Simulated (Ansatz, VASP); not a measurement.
# Cu: VASP beside Ansatz

The input INCAR:

```
PREC     = Accurate       # precision mode
ENCUT    = 520            # plane-wave cutoff, eV
EDIFF    = 1E-6           # SCF threshold, eV
ISMEAR   = 0              # smearing method
SIGMA    = 0.15           # smearing width, eV
LREAL    = False          # projectors in reciprocal space
LASPH    = True           # aspherical terms in the spheres
NELM     = 60             # most SCF steps
ALGO     = Fast           # electronic algorithm
ISIF     = 2              # what is computed and relaxed
LWAVE    = False          # write WAVECAR
LCHARG   = True           # write CHGCAR
LELF     = True           # ELF
LVHAR    = True         
NBANDS   = 18             # bands
```

The input KPOINTS:

```
regular mesh
0
Gamma
  21 21 12
```

Contents of POSCAR:

```
Cu
1.0
    2.5340966698      0.0000000000      0.0000000000
   -1.2670483349      2.1945920917      0.0000000000
    0.0000000000      0.0000000000      4.1742595650
Cu
2
Direct
    0.3333333333      0.6666666667      0.2500000000
    0.6666666667      0.3333333333      0.7500000000
```

Input for Ansatz:

```yaml
crystal:
  lattice:
    - [2.5340966698, 0.0, 0.0]
    - [-1.2670483349, 2.1945920917, 0.0]
    - [0.0, 0.0, 4.174259565]
  atoms:
    - { symbol: Cu, position: [0.3333333333, 0.6666666667, 0.25] }
    - { symbol: Cu, position: [0.6666666667, 0.3333333333, 0.75] }
basis:
  ecutwfc: 420
kpoints:
  mp_grid: { grid: [21, 21, 12] }
hamiltonian:
  xc: lda
scf:
  occupations: { method: gaussian, width: 0.15 }
output:
  forces: true
  stress: true
  eigenvalues: true
```

Change from the starting cell: strain +0.0150 x Voigt [0, 0, 1, 0, 0, 0], atoms carried along.

Alike in both runs: task single point; functional LDA; k mesh 21 × 21 × 12; occupations gaussian, width 0.15 eV; no spin polarisation.

|  | VASP | Ansatz |
| --- | --- | --- |
| version | VASP 6.6.1 | Ansatz 0.2.0 |
| potentials or method | VASP PAW LDA potentials, release 64 (Cu) | scalar-relativistic, plane waves, PAW |
| plane-wave cutoff (eV) | 520 | 420 |
| valence electrons in the cell | 22 | 38 |

Ansatz gave:

| Quantity | Value |
| --- | --- |
| gap on the k mesh at the Fermi level (eV) | none |
| pressure (GPa) | -10.2 |
| largest component of the traceless stress (GPa) | 0.25 |

Problem. Estimate VASP's values.

Solution. gap on the k mesh at the Fermi level (eV): none; pressure (GPa): -9.1; largest component of the traceless stress (GPa): 0.21.

A gap of «none» marks a metal or a gap that the smearing closes. The two sets of potentials don't hold the same shells in valence.
